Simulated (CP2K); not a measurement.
KTaO3:

```
CELL_PARAMETERS angstrom
3.98830 0.00000 0.00000
0.00000 3.98830 0.00000
0.00000 0.00000 3.98830
ATOMIC_POSITIONS crystal
Ta 0.00000 0.00000 0.00000
K 0.50000 0.50000 0.50000
O 0.00000 0.00000 0.50000
O 0.00000 0.50000 0.00000
O 0.50000 0.00000 0.00000
```

Program: CP2K 2026.2. Alike in all runs: task band structure; cell as given; k mesh 7 × 7 × 7.

Question: Order these runs on this cell by their pressure, lowest first.
A. level LDA; potentials or basis GTH_POTENTIALS Ta GTH-PADE-q13, K GTH-PADE-q9, O GTH-PADE-q6; TZVP-MOLOPT-PBE-GTH basis; spin off; smearing fermi-dirac 0.05 eV; NGRIDS 4; points a segment of the path (NPOINTS) 10; bands added on the path 6; k points reduced by the point group yes
B. level PBE; potentials or basis GTH_SOC_POTENTIALS Ta GTH-PBE-q13, K GTH-PBE-q9, O GTH-PBE-q6; TZVP-MOLOPT-PBE-GTH basis; spin SOC, no magnetisation; smearing fermi-dirac 0.1 eV; NGRIDS 5; points a segment of the path (NPOINTS) 10; bands added on the path 6; soc after scf yes
C. level PBEsol; potentials or basis POTENTIAL_UZH Ta GTH-PBE-q13, K GTH-PBE-q9, O GTH-PBE-q6; TZVP-MOLOPT-PBE-GTH basis; spin off; smearing fermi-dirac 0.01 eV; NGRIDS 4; points a segment of the path (NPOINTS) 6; bands added on the path 2; k points reduced by the point group yes

Answer: A (-60.5 GPa), C (-2.6 GPa), B (1.8 GPa).

Caveats: the basis of atomic orbitals isn't converged, which shifts pressures, moduli and gaps; the potentials were made for another functional, which shifts forces and pressure (some runs); a pressure of tens of GPa on the cell as given is suspect, and the run, the potentials or the cell itself is likely at fault (some runs); the real-space grid breaks the cell's symmetry a little (some runs).
